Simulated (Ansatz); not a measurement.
**ZnS under changes of volume**

One of the cells (19.727 Å³/atom); the others are scaled copies at fixed shape and fractional positions:

```
CELL_PARAMETERS angstrom
0.00000 2.70200 2.70200
2.70200 0.00000 2.70200
2.70200 2.70200 0.00000
ATOMIC_POSITIONS crystal
Zn 0.75000 0.75000 0.75000
S 0.00000 0.00000 0.00000
```

```yaml
Program: Ansatz 0.2.0
Functional: PBE0
Potentials_or_basis: Ansatz PAW
Cutoff: "420 eV (not typed: the program's choice for these potentials)"
k_mesh: 5 × 5 × 5
Occupations: fermi-dirac, width 0.05 eV
Spin: no spin polarisation
```

```tsv
volume (Å³/atom)	energy over the lowest point (meV/atom)	pressure (GPa)	gap on the mesh (eV)
18.543	25.00	6.3	4.32
18.938	11.99	4.3	4.22
19.332	3.83	2.4	4.11
19.727	0.00	0.7	4.02
20.121	0.08	-0.8	3.92
20.516	?	?	?
20.910	10.43	-3.3	3.73
```

Question: What does the run at 20.516 Å³/atom give?

Answer: Energy over the lowest point 3.63 meV/atom; pressure -2.1 GPa; gap on the mesh 3.83 eV.

Worked out: A Birch-Murnaghan fit of order 3 (a polynomial in V^(-2/3)) to the other rows has its minimum at 19.91 Å³/atom with B0 = V·E''(V) = 76 GPa and B' = 4.3. It gives 3.68 meV/atom at 20.516 Å³/atom, against the run's 3.63, and -dE/dV = -2.1 GPa, against -2.1. A straight line through the other rows of the gap, of slope -4.91 eV per unit of ln V (its deformation potential), gives 3.82 eV, against the run's 3.83.

Energies are extrapolated to zero smearing.

Caveats: odd divisions of the mesh miss points on the zone boundary, where band edges often lie, so the gap on the mesh can be too wide; the PAW data sets come from PBE, with cores solved anew for the run's functional, which leaves a small shift of forces and pressure; the thresholds are loose for stress.
